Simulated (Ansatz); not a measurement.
Wanted: the native input for an Ansatz 0.2.0 run.

- Task: projected density of states
- Functional: LDA
- Potentials or basis: Ansatz PAW
- Cutoff: 420 eV (not typed: the program's choice for these potentials)
- k mesh: 7 × 7 × 7
- Occupations: fermi-dirac, width 0.05 eV
- Spin: no spin polarisation

The system is Al2O3 (Corundum).

```
Al O
1.0
     2.38025    1.37424    4.33187
    -2.38025    1.37424    4.33187
     0.00000   -2.74848    4.33187
Al O
4 6
Direct
  0.85216 0.85216 0.85216
  0.64784 0.64784 0.64784
  0.14784 0.14784 0.14784
  0.35216 0.35216 0.35216
  0.05668 0.75000 0.44332
  0.75000 0.44332 0.05668
  0.44332 0.05668 0.75000
  0.94332 0.25000 0.55668
  0.25000 0.55668 0.94332
  0.55668 0.94332 0.25000
```

The input as run:

input.yaml

```yaml
crystal:
  lattice:
    - [2.38025, 1.3742379782, 4.3318666667]
    - [-2.38025, 1.3742379782, 4.3318666667]
    - [0.0, -2.7484759565, 4.3318666667]
  atoms:
    - { symbol: Al, position: [0.85216, 0.85216, 0.85216] }
    - { symbol: Al, position: [0.64784, 0.64784, 0.64784] }
    - { symbol: Al, position: [0.14784, 0.14784, 0.14784] }
    - { symbol: Al, position: [0.35216, 0.35216, 0.35216] }
    - { symbol: O, position: [0.05668, 0.75, 0.44332] }
    - { symbol: O, position: [0.75, 0.44332, 0.05668] }
    - { symbol: O, position: [0.44332, 0.05668, 0.75] }
    - { symbol: O, position: [0.94332, 0.25, 0.55668] }
    - { symbol: O, position: [0.25, 0.55668, 0.94332] }
    - { symbol: O, position: [0.55668, 0.94332, 0.25] }
hamiltonian:
  xc: lda
  pseudopotentials: { kind: paw }
kpoints:
  mp_grid: { grid: [7, 7, 7] }
scf:
  occupations: { method: fermi_dirac, width: 0.05 }
  n_extra_bands: 25
output:
  forces: true
  stress: true
  eigenvalues: true
  dos: { projected: true, de: 0.05, nscf_kmesh: { grid: [11, 11, 11] } }
  write_density: true
  write_potential: true
  elf: true
  volumetric_format: npy
```

Potentials or basis: Ansatz PAW.

Launch:

```bash
$ ansatz run input.yaml --threads 4 --pin off --max-ram 11264MiB --backend cpu --events-out ev --progress --plain --runs-dir out
```

It gave:

```
Pressure               : -5.3 GPa
Largest force          : 0.112 eV/Å
Band gap on the k mesh : 6.16 eV, direct
```

Caveat: odd divisions of the mesh miss points on the zone boundary, where band edges often lie, so the gap on the mesh can be too wide; the pressure holds a Pulay correction of +1.2 GPa for the finite cutoff; the PAW data sets come from PBE, with cores solved anew for the run's functional, which leaves a small shift of forces and pressure; the density of states is complete only up to the lowest level of the last band computed.

Wall time 10 s on 4 threads of Arm Neoverse V1, with other jobs on the host, peak memory 0.57 GiB.
